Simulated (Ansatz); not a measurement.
# A point defect in AlN

The calculation used DFT PBE, scalar-relativistic, plane waves, PAW in Ansatz. Settings: 420 eV cutoff, 2×2×2 k-mesh, shifted by half a step, Gaussian smearing of 0.01 eV, collinear spin in charge 0, -2 alone.

Host crystal, relaxed:

```xyz
4
Lattice="3.1302 0.0000 0.0000 -1.5651 2.7108 0.0000 0.0000 0.0000 5.0180" Properties=species:S:1:pos:R:3 pbc="T T T"
Al    1.5651    0.9036    2.5052
Al    0.0000    1.8072    5.0142
N     1.5651    0.9036    4.4197
N     0.0000    1.8072    1.9107
```

Supercell of 36 atoms, rows in host cell vectors: -1 1 1; -1 -2 1; 2 1 1. Atoms relax at the host's cell from a start displaced at random by 0.06 Å near the defect, so other minima may exist. The cell is small, so energies carry finite-size errors of tenths of an eV. The host's Kohn–Sham gap is 4.03 eV. Atoms are taken from and returned to the elements' standard states. Charged cells are corrected for image charges with the computed static dielectric tensor (mean 8.8) and aligned with the host's potential at far atoms (alignment terms reach 0.70 eV; the program doubts the alignment in some charges, where it is up to 0.70 eV). No band-filling term is added, and the Fermi level counts from the host's valence band top.

The defect is an interstitial at (0.000, 0.000, 0.208) of the host cell.

```json
{"charge": "0", "E_f at the valence band top (eV)": "7.62", "over the neutral state (eV)": "0.00", "moment (μB)": "3.00", "largest move (Å)": "0.21", "atoms near the site": "3 Al at 1.98 Å, 3 N at 2.22 Å, 3 N at 2.40 Å"}
{"charge": "-1", "E_f at the valence band top (eV)": "6.75", "over the neutral state (eV)": "-0.86", "moment (μB)": "0.00", "largest move (Å)": "1.83", "atoms near the site": "1 N at 1.51 Å, 1 Al at 1.76 Å"}
{"charge": "-2", "E_f at the valence band top (eV)": "11.88", "over the neutral state (eV)": "4.26", "moment (μB)": "1.00", "largest move (Å)": "1.78", "atoms near the site": "1 N at 1.51 Å, 1 Al at 1.79 Å"}
```

Among the charges computed the stable one is -1 at the valence band top and stays so across the gap. In charge -2 the extra carrier would gain by moving to a band edge of the host, so it isn't bound in the gap. Other sites of the defect weren't tried.

(1) Which element is it? Judge by the nearest distance in charge 0 and covalent radii.
A. N
B. Ca
C. Se
D. Ge
E. Co

Answers

(1) A. The nearest neighbour is Al at 1.98 Å, and the summed covalent radii with Al are 2.97 Å for Ca, 2.47 Å for Co, 2.41 Å for Ge, 1.92 Å for N, 2.41 Å for Se, so N fits best. Bonds can miss such sums by a tenth of an ångström or more.

Cost: 4 runs of about 32 core-minutes in all, on AMD EPYC 7R43 (Zen 3) (shared hosts).